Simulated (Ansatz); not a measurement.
## Notes on LiNbO₃

```xyz
10
Lattice="2.6252 1.5157 4.6220 -2.6252 1.5157 4.6220 0.0000 -3.0314 4.6220" Properties=species:S:1:pos:R:3 pbc="T T T"
Li    0.0000    0.0000    3.9865
Li    0.0000    0.0000   10.9195
Nb    0.0000    0.0000    0.1775
Nb    0.0000    0.0000    7.1105
O    -0.5820   -1.4995    5.7770
O     1.5896    0.2457    5.7770
O    -1.0076    1.2538    5.7770
O    -1.6177   -0.2619    8.0880
O     0.5820    1.5319    8.0880
O     1.0357   -1.2700    8.0880
```

Level: r2SCAN, no spin polarisation; 500 eV; 6×6×6 Γ-centred mesh; fermi-dirac occupations (width 0.1 eV); Ansatz 0.2.0, fixed geometry.

Formation energy: -2.78 eV an atom against the elements' usual phases (free molecules for gases, crystals otherwise, with no correction for O₂ or N₂), so it is bound against them; other compounds may still compete. Relaxing would lower it.
Stress: The pressure is -3.1 GPa (compression positive), so with the atoms held at these fractions the cell would first shrink.
Forces: The largest is on Nb4 (and as large on other atoms): 0.48 eV/Å, components (0.00, 0.00, 0.48). It makes 59° with the line to a nearest neighbour, O9 at 1.91 Å.
Charges: Bader charges in e: Li +0.92, Nb +2.90, O -1.27. In the mean Nb gives up most and O takes most.
Band edges: Within 0.7 eV of the edges, the states project mainly on O p (96 %) below the gap and on Nb d (83 %) and O p (14 %) above it.
Electronic structure: The gap is 3.42 eV, indirect (the least direct gap found is 3.43 eV). A semilocal functional usually gives too small a gap.
Contacts: Nb–O at 1.91 Å: least valence density 1.05 e/Å³ and ELF 0.29 there. Li–O at 2.11 Å: least valence density 0.12 e/Å³ and ELF 0.03 there, a closed-shell (ionic or weak) contact. These are pseudo-fields; inside the PAW spheres they differ from the all-electron ones.

Origin: a database entry at a rescaled volume.
